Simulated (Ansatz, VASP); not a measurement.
**One calculation of KBr, two programs**

INCAR

```
SYSTEM = KBr
PREC = Accurate ; ENCUT = 520
EDIFF = 1E-6 ; ISMEAR = 0
SIGMA = 0.05 ; LREAL = .FALSE.
LASPH = .TRUE. ; NELM = 100
ALGO = Normal ; ISIF = 2
LWAVE = .FALSE. ; LCHARG = .TRUE.
GGA = PS ; LELF = .TRUE.
LVHAR = .TRUE. ; NBANDS = 15
```

File KPOINTS:

```
regular mesh
0
G
  6 6 6
  0 0 0
```

Contents of POSCAR:

```
KBr
1.0
    0.0000000000      3.3953906250      3.3953906250
    3.2925000000      0.1028906250      3.2925000000
    3.2925000000      3.2925000000      0.1028906250
K Br
1 1
Direct
    0.0000000000      0.0000000000      0.0000000000
    0.5000000000      0.5000000000      0.5000000000
```

Input for Ansatz:

```yaml
crystal:
  lattice:
    - [0.0, 3.395390625, 3.395390625]
    - [3.2925, 0.102890625, 3.2925]
    - [3.2925, 3.2925, 0.102890625]
  atoms:
    - { symbol: K, position: [0.0, 0.0, 0.0] }
    - { symbol: Br, position: [0.5, 0.5, 0.5] }
basis:
  ecutwfc: 420
kpoints:
  mp_grid: { grid: [6, 6, 6] }
hamiltonian:
  xc: pbesol
scf:
  occupations: { method: gaussian, width: 0.05 }
output:
  forces: true
  stress: true
  eigenvalues: true
```

Change from the starting cell: strain +0.0625 x Voigt [0, 0, 0, 1, 0, 0], atoms carried along.

Alike in both runs: task single point; functional PBEsol; k mesh 6 × 6 × 6; occupations gaussian, width 0.05 eV; no spin polarisation.

```csv
,VASP,Ansatz
version,VASP 6.6.1,Ansatz 0.2.0
potentials or method,"VASP PAW PBE potentials, release 64 (K_sv, Br)","scalar-relativistic, plane waves, PAW"
plane-wave cutoff (eV),520,420
valence electrons in the cell,16,16
```

|  | VASP | Ansatz | Ansatz less VASP |
| --- | --- | --- | --- |
| gap on the k mesh at the Fermi level (eV) | 4.21 | 4.21 | +0.003 |
| least direct gap on the mesh (eV) | 4.21 | 4.21 | +0.003 |
| pressure (GPa) | -0.2 | -0.2 | -0.05 |
| largest component of the traceless stress (GPa) | 0.32 | 0.32 | +0.003 |

Caveats: the PAW data sets were made with another functional, which shifts forces and pressure a little (VASP).
